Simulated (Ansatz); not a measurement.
## As, black arsenic (Cmce): how the functional moves the structure

All rows: Ansatz, plane waves with scalar-relativistic PAW, 420 eV (500 eV for the SCAN forms), relaxed under each functional, no dispersion correction, no zero-point motion. B₀ comes from uniform scaling at fixed shape; a dash is a value not given.

The measured cell (COD entry 9008573) has a = 3.630 Å, b = 10.960 Å, c = 4.450 Å, 22.13 Å³/atom.

```
functional  V (Å³/atom)                                    cell     magnetic state  ΔE to grey arsenic (A7) (meV/atom)
    r²SCAN        24.62  a = 3.648 Å, b = 11.401 Å, c = 4.735 Å  spin not included                                   3
    PBEsol        21.73  a = 3.729 Å, b = 10.876 Å, c = 4.286 Å  spin not included                                  41
       LDA        21.08  a = 3.713 Å, b = 10.756 Å, c = 4.224 Å  spin not included                                  48
```

What does PBE give?

V (Å³/atom): 24.68; cell: a = 3.705 Å, b = 11.413 Å, c = 4.669 Å; magnetic state: spin not included; ΔE to grey arsenic (A7) (meV/atom): 15.

Which functional comes closest to the measured volume?

PBEsol, off by -1.8 %. The measured value holds thermal expansion and zero-point motion, which the calculations lack.
